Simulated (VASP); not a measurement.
# InP (F-43m) in VASP: notebook, part 3 of 3

VASP 6.6.1.

### 5 G0W0 quasiparticle levels, PBE

POSCAR

```
InP
1.0
    0.0000000000      2.9305000000      2.9305000000
    2.9305000000      0.0000000000      2.9305000000
    2.9305000000      2.9305000000      0.0000000000
In P
1 1
Direct
    0.0000000000      0.0000000000      0.0000000000
    0.7500000000      0.7500000000      0.7500000000
```

INCAR.step1

```
SYSTEM = InP
  PREC = Accurate
  ENCUT = 450
  EDIFF = 1E-8
  ISMEAR = 0
  SIGMA = 0.01
  LREAL = .False.
  LASPH = .True.
  NELM = 60
  ALGO = Fast
  LWAVE = .True.
  LCHARG = .False.
  GGA = PE
```

INCAR.step2

```
SYSTEM = InP
  PREC = Accurate
  ENCUT = 450
  EDIFF = 1E-8
  ISMEAR = 0
  SIGMA = 0.01
  LREAL = .False.
  LASPH = .True.
  NELM = 1
  ALGO = Exact
  LWAVE = .True.
  LCHARG = .False.
  GGA = PE
  NBANDS = 69
  LOPTICS = .True.
  ISTART = 1
```

INCAR.step3

```
SYSTEM = InP
  PREC = Accurate
  ENCUT = 450
  EDIFF = 1E-8
  ISMEAR = 0
  SIGMA = 0.01
  LREAL = .False.
  LASPH = .True.
  ALGO = EVGW0
  LWAVE = .False.
  LCHARG = .False.
  GGA = PE
  NELMGW = 1
  NBANDS = 69
  ENCUTGW = 50
  NOMEGA = 48
  PRECFOCK = Fast
  ISTART = 1
  NBANDSGW = 17
```

KPOINTS

```
Automatic mesh
0
Gamma
  3 3 3
  0 0 0
```

Potentials or basis: VASP PAW PBE potentials, release 64 (In_d_GW, P_GW).

Run with:

```
$ cat potpaw_PBE.64/In_d_GW/POTCAR potpaw_PBE.64/P_GW/POTCAR > POTCAR
$ cp INCAR.step1 INCAR
$ mpirun -np 1 vasp_std > vasp.out
$ cp INCAR.step2 INCAR
$ mpirun -np 1 vasp_std > vasp.out
$ cp INCAR.step3 INCAR
$ mpirun -np 1 vasp_std > vasp.out
```

OUTCAR:

```text
SYSTEM = InP
   PREC = Accurate
   ENCUT = 450
   EDIFF = 1E-8
   ISMEAR = 0
   LREAL = .False.
   LASPH = .True.
   GGA = PE
   NELMGW = 1
   ENCUTGW = 50
   PRECFOCK = Fast
   ISTART = 1

 Found      4 irreducible k-points:

 Following reciprocal coordinates:
            Coordinates               Weight
  0.000000  0.000000  0.000000      1.000000
  0.333333  0.000000  0.000000      8.000000
  0.333333  0.333333  0.000000      6.000000
 -0.333333  0.333333  0.000000     12.000000
   k-points           NKPTS =      4   k-points in BZ     NKDIM =     27   number of bands    NBANDS=     69
   number of dos      NEDOS =    301   number of ions     NIONS =      2
   total plane-waves  NPLWV =  27000
   dimension x,y,z NGX =    30 NGY =   30 NGZ =   30
   dimension x,y,z NGXF=    60 NGYF=   60 NGZF=   60
   ions per type =               1   1
   NGX,Y,Z   is equivalent  to a cutoff of  12.03, 12.03, 12.03 a.u.
   NGXF,Y,Z  is equivalent  to a cutoff of  24.07, 24.07, 24.07 a.u.
 SYSTEM =  InP
   PREC   = accura    normal or accurate (medium, high low for compatibility)
   ISTART =      1    job   : 0-new  1-cont  2-samecut
   ICHARG =      0    charge: 1-file 2-atom 10-const
   ISPIN  =      1    spin polarized calculation?
[... 32 lines left out ...]
   PRECFOCK=fast      Normal, Fast or Accurate (Low or Medium for compatibility)
   ENCUT4O =  -1.0   cutoff for four orbital integrals eV
   NKREDX  =     1    reduce k-point grid by
   NKREDY  =     1    reduce k-point grid by
   NKREDZ  =     1    reduce k-point grid by
   AEXX    =    1.0000 exact exchange contribution
   HFSCREEN=    0.0000 screening length (either q_TF or 0.3 A-1)
   HFSCREENC=   0.0000 screening length for correlation (either q_TF or 0.3 A-1)
   ENCUTFOCK=  -1.0 apply spherical cutoff to Coloumb kernel
   IVDW    =     0    specifies the selected vdW correction
   LEPSILON=     F    determine dielectric tensor
   LRPA    =     F    only Hartree local field effects (RPA)
   LRPAFORCE           =     F    calculate RPA forces
   ENCUTGW             =  50.0    cutoff for response function in eV
   ENCUTGWSOFT         =  40.0    soft cutoff for Coulomb kernel in GW response function in eV
   ENCUTLF             =  -1.0    cutoff for local field effects
   NELMGW              =     1    number of iterations in solving QP/BSE equation
   NELMHF              =     1    number of iterations in the inner HF iteration
   NKREDLFX            =     1    NKREDLFY  =   1   NKREDLFZ  =   1
 non-spin polarized calculation
 Gauss-broadening in eV      SIGMA  =   0.01
  energy-cutoff  :      450.00
  volume of cell :       50.33
 maximum number of plane-waves:      1113
 NGX is ok and might be reduce to    30
  NGX = 16; NGY = 16; NGZ = 16
   NGX = 15   NGY = 15   NGZ = 15
 maximum number of plane-waves:        51
 NGX is ok and might be reduce to    10

 QP shifts <psi_nk| G(iteration)W_0 |psi_nk>: iteration 1
 for sc-GW calculations column KS-energies equals QP-energies in previous step
 and V_xc(KS)=  KS-energies - (<T + V_ion + V_H > + <T+V_H+V_ion>^1  + <V_x>^1)

 k-point   1 :       0.0000    0.0000    0.0000
  band No.  KS-energies  QP-energies   sigma(KS)   V_xc(KS)     V^pw_x(r,r')   Z            occupation Imag(sigma)

      1     -10.2935     -12.0534     -19.0882     -16.5971     -25.3299       0.7065       2.0000       0.4194
      2     -10.2935     -12.0534     -19.0882     -16.5971     -25.3299       0.7065       2.0000       0.4194
      3     -10.2935     -12.0534     -19.0882     -16.5971     -25.3299       0.7065       2.0000       0.4194
      4     -10.1478     -11.9195     -19.1996     -16.6818     -25.3438       0.7037       2.0000       0.3455
      5     -10.1478     -11.9195     -19.1996     -16.6818     -25.3438       0.7037       2.0000       0.3455
      6      -7.4964      -7.6000     -11.4443     -11.2913     -18.2327       0.6771       2.0000       1.0869
[... 59 lines left out ...]
      3     -10.2154     -11.9847     -19.1876     -16.6901     -25.4093       0.7084       2.0000       0.4016
      4     -10.1615     -11.9274     -19.1694     -16.6581     -25.3238       0.7032       2.0000       0.3475
      5     -10.1360     -11.9054     -19.1996     -16.6913     -25.3551       0.7054       2.0000       0.3426
      6      -5.2477      -5.3395     -12.5567     -12.4205     -18.6365       0.6742       2.0000       0.7410
[... 9 lines left out ...]
     16      17.1146      17.3553      -8.8122      -9.1331      -3.0451       0.7501       0.0000      -0.5565
     17      17.9823      18.3054      -9.1683      -9.6029      -3.1821       0.7434       0.0000      -0.7044
```

OUTCAR.step1:

```text
SYSTEM = InP
   PREC = Accurate
   ENCUT = 450
   EDIFF = 1E-8
   ISMEAR = 0
   LREAL = .False.
   LASPH = .True.
[... 172 lines left out ...]
      0.00000      0.00000      0.00000         0.000000      0.000000      0.000000
      4.39575      4.39575      4.39575        -0.000000     -0.000000     -0.000000
 -----------------------------------------------------------------------------------
    total drift:                                0.000000      0.000000      0.000000

  FREE ENERGIE OF THE ION-ELECTRON SYSTEM (eV)
  ---------------------------------------------------
  free  energy   TOTEN  =        -7.9905974524 eV

  energy  without entropy=       -7.9905974524  energy(sigma->0) =       -7.99059745
```

Run time: 70 s. Hardware: 1 thread of Intel Xeon Platinum 8488C (Sapphire Rapids), shared host; peak memory 0.32 GiB.

These settings aren't checked as converged: the numbers below hold their error.

What came out:

- Band gap on the k mesh, mean-field level: 0.67 eV, direct
- Quasiparticle gap: 1.15 eV
- Least direct quasiparticle gap: 1.15 eV

Caveat: the k mesh is coarse (spacing up to 0.62 Å⁻¹), so the values aren't converged; bands, screening cutoff and mesh are small and nothing is extrapolated, so the quasiparticle values aren't converged; spin-orbit coupling is left out, which moves the levels of the heavy elements.

### 6 G0W0 quasiparticle levels, PBE

POSCAR is that of step 5.

INCAR.step1 is that of step 5.

INCAR.step2, as its differences from that of step 5:

```diff
@@ -13,3 +13,3 @@
   GGA = PE
-  NBANDS = 69
+  NBANDS = 39
   LOPTICS = .True.
```

INCAR.step3, as its differences from that of step 5:

```diff
@@ -13,4 +13,4 @@
   NELMGW = 1
-  NBANDS = 69
-  ENCUTGW = 50
+  NBANDS = 39
+  ENCUTGW = 150
   NOMEGA = 48
```

KPOINTS is that of step 5.

Potentials or basis: VASP PAW PBE potentials, release 64 (In_d_GW, P_GW).

Run with:

```
$ cat potpaw_PBE.64/In_d_GW/POTCAR potpaw_PBE.64/P_GW/POTCAR > POTCAR
$ cp INCAR.step1 INCAR
$ mpirun -np 1 vasp_std > vasp.out
$ cp INCAR.step2 INCAR
$ mpirun -np 1 vasp_std > vasp.out
$ cp INCAR.step3 INCAR
$ mpirun -np 1 vasp_std > vasp.out
```

OUTCAR:

```text
SYSTEM = InP
   PREC = Accurate
   ENCUT = 450
   EDIFF = 1E-8
   ISMEAR = 0
   LREAL = .False.
   LASPH = .True.
   GGA = PE
   NELMGW = 1
   ENCUTGW = 150
   PRECFOCK = Fast
   ISTART = 1

 Found      4 irreducible k-points:

 Following reciprocal coordinates:
            Coordinates               Weight
  0.000000  0.000000  0.000000      1.000000
  0.333333  0.000000  0.000000      8.000000
  0.333333  0.333333  0.000000      6.000000
 -0.333333  0.333333  0.000000     12.000000
   k-points           NKPTS =      4   k-points in BZ     NKDIM =     27   number of bands    NBANDS=     39
   number of dos      NEDOS =    301   number of ions     NIONS =      2
   total plane-waves  NPLWV =  27000
   dimension x,y,z NGX =    30 NGY =   30 NGZ =   30
   dimension x,y,z NGXF=    60 NGYF=   60 NGZF=   60
   ions per type =               1   1
   NGX,Y,Z   is equivalent  to a cutoff of  12.03, 12.03, 12.03 a.u.
   NGXF,Y,Z  is equivalent  to a cutoff of  24.07, 24.07, 24.07 a.u.
 SYSTEM =  InP
   PREC   = accura    normal or accurate (medium, high low for compatibility)
   ISTART =      1    job   : 0-new  1-cont  2-samecut
   ICHARG =      0    charge: 1-file 2-atom 10-const
[... 32 lines left out ...]
   LHFCALC =     T    Hartree Fock is set to
   PRECFOCK=fast      Normal, Fast or Accurate (Low or Medium for compatibility)
   ENCUT4O =  -1.0   cutoff for four orbital integrals eV
   NKREDX  =     1    reduce k-point grid by
   NKREDY  =     1    reduce k-point grid by
   NKREDZ  =     1    reduce k-point grid by
   AEXX    =    1.0000 exact exchange contribution
   HFSCREEN=    0.0000 screening length (either q_TF or 0.3 A-1)
   HFSCREENC=   0.0000 screening length for correlation (either q_TF or 0.3 A-1)
   ENCUTFOCK=  -1.0 apply spherical cutoff to Coloumb kernel
   IVDW    =     0    specifies the selected vdW correction
   LEPSILON=     F    determine dielectric tensor
   LRPA    =     F    only Hartree local field effects (RPA)
   LRPAFORCE           =     F    calculate RPA forces
   ENCUTGW             = 150.0    cutoff for response function in eV
   ENCUTGWSOFT         = 120.0    soft cutoff for Coulomb kernel in GW response function in eV
   ENCUTLF             =  -1.0    cutoff for local field effects
   NELMGW              =     1    number of iterations in solving QP/BSE equation
   NELMHF              =     1    number of iterations in the inner HF iteration
   NKREDLFX            =     1    NKREDLFY  =   1   NKREDLFZ  =   1
 non-spin polarized calculation
 Gauss-broadening in eV      SIGMA  =   0.01
  energy-cutoff  :      450.00
  volume of cell :       50.33
 maximum number of plane-waves:      1113
 NGX is ok and might be reduce to    30
  NGX = 16; NGY = 16; NGZ = 16
   NGX = 15   NGY = 15   NGZ = 15
 maximum number of plane-waves:       220

 QP shifts <psi_nk| G(iteration)W_0 |psi_nk>: iteration 1
 for sc-GW calculations column KS-energies equals QP-energies in previous step
 and V_xc(KS)=  KS-energies - (<T + V_ion + V_H > + <T+V_H+V_ion>^1  + <V_x>^1)

 k-point   1 :       0.0000    0.0000    0.0000
  band No.  KS-energies  QP-energies   sigma(KS)   V_xc(KS)     V^pw_x(r,r')   Z            occupation Imag(sigma)

      1     -10.2935     -11.7418     -18.6298     -16.5971     -25.3299       0.7125       2.0000       0.2823
      2     -10.2935     -11.7418     -18.6298     -16.5971     -25.3299       0.7125       2.0000       0.2823
      3     -10.2935     -11.7418     -18.6298     -16.5971     -25.3299       0.7125       2.0000       0.2823
      4     -10.1478     -11.6248     -18.7595     -16.6818     -25.3438       0.7109       2.0000       0.2091
      5     -10.1478     -11.6248     -18.7595     -16.6818     -25.3438       0.7109       2.0000       0.2091
      6      -7.4964      -7.5828     -11.4201     -11.2913     -18.2327       0.6706       2.0000       1.0981
[... 59 lines left out ...]
      3     -10.2154     -11.6767     -18.7353     -16.6901     -25.4093       0.7145       2.0000       0.2667
      4     -10.1615     -11.6335     -18.7319     -16.6581     -25.3238       0.7098       2.0000       0.2121
      5     -10.1360     -11.6120     -18.7642     -16.6913     -25.3551       0.7121       2.0000       0.2073
      6      -5.2477      -5.3481     -12.5702     -12.4205     -18.6365       0.6708       2.0000       0.7299
[... 9 lines left out ...]
     16      17.1146      17.6486      -8.4213      -9.1331      -3.0451       0.7502       0.0000      -0.5814
     17      17.9823      18.5931      -8.7798      -9.6029      -3.1821       0.7420       0.0000      -0.7298
```

It took 85 s on 1 thread of Intel Xeon Platinum 8488C (Sapphire Rapids), shared host; peak memory 0.32 GiB.

The run converged, but some of its settings lie outside the range that counts as converged, so its numbers aren't taken as properties of the crystal.

What came out:

| Property | Result |
| --- | --- |
| Band gap on the k mesh, mean-field level | 0.67 eV, direct |
| Quasiparticle gap | 1.23 eV |
| Least direct quasiparticle gap | 1.23 eV |

Caveat: the k mesh is coarse (spacing up to 0.62 Å⁻¹), so the values aren't converged; bands, screening cutoff and mesh are small and nothing is extrapolated, so the quasiparticle values aren't converged; spin-orbit coupling is left out, which moves the levels of the heavy elements.

### 7 The reference run

An earlier run on the cell as given: functional PBEsol; potentials or basis VASP PAW PBE potentials, release 64 (In_d, P); cutoff 520 eV; k mesh 8 × 8 × 8; occupations fermi-dirac, width 0.05 eV; no spin polarisation.

* Pressure: 0.6 GPa
* Band gap on the k mesh: 0.61 eV, direct
